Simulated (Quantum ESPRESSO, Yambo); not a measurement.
An input for Quantum ESPRESSO 7.5 (BeTe (F-43m)):

```
&control
  calculation = 'scf'
  prefix = 'x'
  outdir = 'o'
  pseudo_dir = 'pseudo'
/
&system
  ibrav = 0
  nat = 2
  ntyp = 2
  ecutwfc = 88.0
  nbnd = 38
  force_symmorphic = .true.
  noncolin = .true.
  lspinorb = .true.
/
&electrons
  conv_thr = 1e-10
  electron_maxstep = 80
  mixing_beta = 0.5
/
ATOMIC_SPECIES
  Be 9.012 Be.upf
  Te 127.6 Te.upf
CELL_PARAMETERS angstrom
  0.0000000000 2.7700000000 2.7700000000
  2.7700000000 0.0000000000 2.7700000000
  2.7700000000 2.7700000000 -0.0000000000
ATOMIC_POSITIONS crystal
  Be 0.0000000000 0.0000000000 0.0000000000
  Te 0.2500000000 0.2500000000 0.2500000000
K_POINTS automatic
  6 6 6 0 0 0
```

The database entry behind the starting cell differs from later determinations by our own check (an axis about 1.5 % short against later determinations), so it need not match the best structure at ambient conditions.

```sh
OMP_NUM_THREADS=1 mpirun -n 4 pw.x -nk 4 -in pw.in > pw.out
```

How long will it take on 4 MPI ranks of Arm Neoverse V1, shared host, and how much memory?

It took 24 s; on shared hardware allow 12 s to 49 s. Peak host memory was 0.49 GiB.

[Paths, hosts, dates, memory and timing lines, banners, echoed tables and standing remarks are left out of the program output.]

[Logs are printed without paths, hosts, clocks, repeated set-up lines and the standing remarks that a program may print on its own settings, such as how far it seeks lower states.]

[Runs of the session that timed out or met a known fault of the program may be left out.]

[Hosts, paths, dates, database ids (printed as entryN), source tags and the programs' standing remarks are cut or masked in the printed files.]
